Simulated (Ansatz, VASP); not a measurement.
**BAs in VASP and in Ansatz**

```
B As
1.0
     0.00000    2.26205    2.39912
     2.26205    0.00000    2.39912
     2.26205    2.26205    0.00000
B As
1 1
Direct
  0.00000 0.00000 0.00000
  0.50000 0.50000 0.50000
```

Change from the starting cell: z stretched by +4 % at fixed volume.

Alike in both runs: task single point; functional PBE; k mesh 14 × 14 × 14; occupations fermi-dirac, width 0.05 eV; no spin polarisation.

|  | VASP | Ansatz |
| --- | --- | --- |
| version | VASP 6.6.1 | Ansatz 0.2.0 |
| potentials or method | VASP PAW PBE potentials, release 64 (B, As), cutoff 520 eV | all-electron LAPW, scalar-relativistic |

```tsv
	VASP	Ansatz	Ansatz less VASP
pressure (GPa)	1.2	0.9	-0.36
largest component of the traceless stress (GPa)	4.07	3.93	-0.141
```

Ansatz ran all-electron here, so the differences hold the error of VASP's frozen core and of both bases.
